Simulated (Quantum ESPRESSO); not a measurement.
Crystal: NiO.

```
CELL_PARAMETERS angstrom
2.50462 0.00000 0.00000
0.00000 2.50462 0.00000
0.00000 0.00000 2.50462
ATOMIC_POSITIONS crystal
Ni 0.00000 0.00000 0.00000
O 0.50000 0.50000 0.50000
```

Measurements of this composition are mostly on another form, of space group No. 225.

Base run:

| Quantity | Value |
| --- | --- |
| Program | Quantum ESPRESSO 7.5 |
| Functional | PBEsol |
| Potentials or basis | PseudoDojo 0.4 SR PBEsol stringent |
| Cutoff | 1415 eV |
| Density cutoff | 5660 eV |
| k mesh | 7 × 7 × 7 |
| Occupations | gaussian, width 0.05 eV |
| Spin | collinear spin, ferromagnetic start |
| Starting moments | [2.0, 0.0] μB |
| Hubbard terms | Ni d U = 6 eV |

Its results: band gap on the k mesh none (metal or under the smearing width); pressure 22.1 GPa; net moment 2.00 μB per cell; site moments Ni +1.37; O +0.66 μB.

After a change of settings the same cell gave: band gap on the k mesh none (metal or under the smearing width); pressure 43.9 GPa; net moment 2.00 μB per cell; site moments Ni +1.47; O +0.52 μB. Which change was it?
A. functional from PBEsol to PW91
B. functional from PBEsol to PBE
C. functional from PBEsol to RPBE
D. functional from PBEsol to LDA

C.

RPBE binds less tightly than PBEsol, so the same cell stands under more pressure.

Caveats: a cell with one magnetic atom can't hold antiferromagnetic order, which such compounds often take; the potentials were made for another functional, which shifts forces and pressure (some runs); a pressure of tens of GPa on the cell as given is suspect, and the run, the potentials or the cell itself is likely at fault (some runs).
